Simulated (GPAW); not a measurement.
HgSe:

```xyz
2
Lattice="0.0000 3.0390 3.0390 3.0390 0.0000 3.0390 3.0390 3.0390 0.0000" Properties=species:S:1:pos:R:3 pbc="T T T"
Hg    0.0000    0.0000    0.0000
Se    4.5585    4.5585    4.5585
```

Base run:

| Quantity | Value |
| --- | --- |
| Program | GPAW 26.7.0 |
| Functional | PW91 |
| Potentials or basis | PAW data sets generated in the run's folder for this functional |
| Cutoff | 600 eV |
| Basis | pw |
| k mesh | 8 × 8 × 8 |
| Occupations | fermi-dirac, width 0.05 eV |
| Spin | no spin polarisation |

Its results: band gap on the k mesh none (metal or under the smearing width); pressure 4.9 GPa.

After a change of settings the same cell gave: band gap on the k mesh none (metal or under the smearing width); pressure 8.6 GPa. Which change was it?
A. functional from PW91 to PBEsol
B. functional from PW91 to LDA; potentials or basis from PAW data sets generated in the run's folder for this functional to the program's PAW data sets (release 1.2.1) made for this functional
C. functional from PW91 to BLYP

C.

BLYP binds less tightly than PW91, so the same cell stands under more pressure.

Runs at the PBE level aren't shown here.
